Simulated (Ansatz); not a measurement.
BeTe:

```
Te Be
1.0
     0.00000    2.77000    2.77000
     2.77000    0.00000    2.77000
     2.77000    2.77000    0.00000
Te Be
1 1
Direct
  0.75000 0.75000 0.75000
  0.00000 0.00000 0.00000
```

- Program: Ansatz 0.2.0
- Task: relaxation of cell and atoms
- Functional: PBE0
- Potentials or basis: Ansatz PAW
- Cutoff: 420 eV (not typed: the program's choice for these potentials)
- k mesh: 4 × 4 × 4
- Occupations: fermi-dirac, width 0.05 eV
- Spin: no spin polarisation

At the start: volume 21.25 Å³/atom.

Task: Where does the relaxation end?

Result: It ends after 5 steps and the volume is 22.47 Å³/atom (+5.7 %); space group F-43m (No. 216, to 0.05 Å).

Step by step:
```csv
step,energy change (eV),largest force (eV/Å),volume (Å³)
1,0.0000,0.0000,42.51
2,-0.0233,0.0000,45.83
3,-0.0267,0.0000,45.01
4,-0.0268,0.0000,44.94
5,-0.0272,0.0000,44.94
```

Final structure:
```
Te Be
1.0
     0.00000    2.82176    2.82176
     2.82176    0.00000    2.82176
     2.82176    2.82176    0.00000
Te Be
1 1
Cartesian
  4.2326 4.2326 4.2326
  0.0000 0.0000 0.0000
```

Caveat: the k mesh is coarse (spacing up to 0.49 Å⁻¹), so the values aren't converged, least of all with exact exchange; the plane-wave basis is chosen anew once the cell has moved, so the energies of steps on either side of that aren't comparable; the PAW data sets come from PBE, with cores solved anew for the run's functional, which leaves a small shift of forces and pressure.
